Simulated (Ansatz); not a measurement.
**Band table of ZnS**

```
Zn S
1.0
     0.00000    2.75770    2.75770
     2.75770    0.00000    2.75770
     2.75770    2.75770    0.00000
Zn S
1 1
Direct
  0.00000 0.00000 0.00000
  0.75000 0.75000 0.75000
```

Atom numbers follow the list: Zn1, S2.

The cell is COD entry 9000107, as deposited and not checked against the literature; nothing was relaxed. The listed cell was then made from it by scaling, straining or moving an atom.

Method: DFT, PBE, all-electron LAPW, scalar-relativistic in Ansatz 0.2.0.

Numerical set-up: a Γ-centred 8×8×8 k mesh, Fermi–Dirac smearing of 0.01 eV, basis error target 0.25 meV/atom, no spin polarisation.

Path points, in fractions of the reciprocal vectors: Γ (0.000, 0.000, 0.000), X (-0.500, -0.500, 0.000), U (-0.375, -0.375, 0.250), K (-0.375, 0.000, 0.375), L (0.000, 0.000, 0.500), W (-0.500, -0.250, 0.250). Levels in eV from the valence-band top; bands 9 to 19, counted from the lowest band of the run. The gap is 1.85 eV, direct at Γ.

```
# k(1/Å) point b9 b10 b11 b12 b13 b14 b15 b16 b17 b18 b19
0.000 Γ -12.73 -6.12 -6.12 -6.12 -5.69 -5.69 0.00 0.00 0.00 1.85 6.41
0.228 - -12.64 -6.12 -6.09 -6.09 -5.70 -5.68 -0.77 -0.24 -0.24 2.70 5.93
0.456 - -12.39 -6.14 -6.03 -6.03 -5.71 -5.67 -1.93 -0.80 -0.80 3.91 5.04
0.684 - -12.06 -6.13 -5.94 -5.94 -5.71 -5.65 -3.02 -1.40 -1.40 4.25 4.41
0.911 - -11.76 -6.10 -5.86 -5.86 -5.63 -5.61 -3.91 -1.84 -1.84 3.72 4.20
1.139 X -11.64 -6.09 -5.82 -5.82 -5.62 -5.49 -4.32 -2.00 -2.00 3.54 4.06
1.220 - -11.64 -6.09 -5.82 -5.82 -5.63 -5.48 -4.32 -2.07 -1.99 3.60 4.13
1.300 - -11.64 -6.07 -5.83 -5.82 -5.63 -5.46 -4.32 -2.24 -1.94 3.74 4.36
1.381 - -11.64 -6.05 -5.84 -5.81 -5.64 -5.43 -4.32 -2.46 -1.86 3.88 4.78
1.461 - -11.65 -6.04 -5.85 -5.80 -5.65 -5.40 -4.32 -2.67 -1.76 4.02 5.30
1.542 U -11.66 -6.02 -5.87 -5.77 -5.66 -5.39 -4.33 -2.82 -1.63 4.17 5.81
1.682 - -11.67 -6.01 -5.89 -5.76 -5.67 -5.39 -4.33 -2.80 -1.68 4.49 6.02
1.821 - -11.68 -5.99 -5.90 -5.73 -5.69 -5.39 -4.32 -2.69 -1.86 5.14 6.00
1.961 - -11.68 -5.99 -5.90 -5.73 -5.69 -5.39 -4.32 -2.69 -1.86 5.14 6.00
2.100 - -11.67 -6.01 -5.89 -5.76 -5.67 -5.39 -4.33 -2.80 -1.68 4.49 6.02
2.240 K -11.66 -6.02 -5.87 -5.77 -5.66 -5.39 -4.33 -2.82 -1.63 4.17 5.81
2.481 - -11.78 -6.00 -5.93 -5.73 -5.69 -5.53 -4.16 -2.72 -1.15 4.60 6.50
2.723 - -12.03 -6.01 -6.00 -5.92 -5.70 -5.64 -3.47 -2.00 -0.65 4.53 6.69
2.965 - -12.36 -6.08 -6.06 -6.04 -5.70 -5.67 -2.36 -1.06 -0.27 3.78 6.12
3.206 - -12.63 -6.11 -6.10 -6.09 -5.69 -5.68 -0.98 -0.29 -0.06 2.70 6.17
3.448 Γ -12.73 -6.12 -6.12 -6.12 -5.69 -5.69 0.00 0.00 0.00 1.85 6.41
3.645 - -12.66 -6.11 -6.10 -6.10 -5.69 -5.69 -0.77 -0.09 -0.09 2.47 6.30
3.843 - -12.48 -6.09 -6.07 -6.07 -5.69 -5.69 -2.05 -0.30 -0.30 3.15 6.44
4.040 - -12.23 -6.04 -6.04 -5.99 -5.68 -5.68 -3.30 -0.54 -0.54 3.31 7.03
4.237 - -12.00 -6.02 -6.02 -5.77 -5.67 -5.67 -4.34 -0.71 -0.71 3.23 6.98
4.434 L -11.91 -6.01 -6.01 -5.66 -5.66 -5.51 -4.90 -0.78 -0.78 3.18 6.93
4.596 - -11.89 -6.01 -6.00 -5.68 -5.66 -5.49 -4.83 -1.12 -0.87 3.55 6.63
4.757 - -11.82 -6.00 -5.97 -5.72 -5.67 -5.46 -4.65 -1.81 -1.13 4.30 6.16
4.918 - -11.73 -5.99 -5.93 -5.73 -5.68 -5.43 -4.43 -2.43 -1.53 4.99 5.92
5.079 - -11.66 -5.98 -5.90 -5.72 -5.71 -5.37 -4.31 -2.68 -2.02 5.42 5.91
5.240 W -11.63 -5.98 -5.87 -5.73 -5.72 -5.34 -4.30 -2.48 -2.46 5.71 5.75
5.354 - -11.63 -5.99 -5.87 -5.76 -5.69 -5.36 -4.30 -2.44 -2.42 5.33 5.51
5.468 - -11.63 -6.02 -5.86 -5.79 -5.66 -5.39 -4.31 -2.32 -2.31 4.67 5.01
5.582 - -11.64 -6.06 -5.84 -5.81 -5.64 -5.44 -4.31 -2.18 -2.17 4.08 4.53
5.696 - -11.64 -6.08 -5.83 -5.82 -5.63 -5.48 -4.32 -2.05 -2.05 3.68 4.18
5.810 X -11.64 -6.09 -5.82 -5.82 -5.62 -5.49 -4.32 -2.00 -2.00 3.54 4.06
```
